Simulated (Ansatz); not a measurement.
**Deforming Mn**

```
CELL_PARAMETERS angstrom
0.00000 2.47574 2.47574
2.47574 0.00000 2.47574
2.47574 2.47574 0.00000
ATOMIC_POSITIONS crystal
Mn 0.00000 0.00000 0.00000
Mn 0.25000 0.25000 0.25000
```

Atom numbers follow the list: Mn1, Mn2.

The structure comes from a relaxation in the same program, started in the diamond type, and has space group Fd-3m. Whether it is a known phase or the ground state wasn't checked.

The program flagged that states of this open shell with less symmetry than the crystal's exist; other states may lie lower.

Level of theory: Ansatz 0.2.0, DFT, PBE, all-electron PAW with datasets made for the crystal, scalar-relativistic.

The runs use a Γ-centred 13×13×13 k mesh, Fermi–Dirac smearing of 0.05 eV, cutoff 440 eV (chosen by the program for this cell), spin-polarised from start moments Mn1 4, Mn2 4 μB; the state reached keeps 24 of the cell's 48 symmetry operations, so equivalent points may differ.

The unchanged cell is at 8.20 GPa.

In a metal, stresses and small energies carry noise from the k mesh.

x, y and z are the Cartesian axes of the cell as listed; fractional coordinates follow a strain, and an engineering shear is twice the off-diagonal strain component.

(1) With this change (z strained by -1.5 % at fixed volume), what becomes of the energy and stress?

## Answers

(1) Energy change -1 meV/atom; stress change (xx, yy, zz, yz, xz, xy) 0.45, 0.45, -0.98, 0.00, 0.00, 0.00 GPa, compression positive.
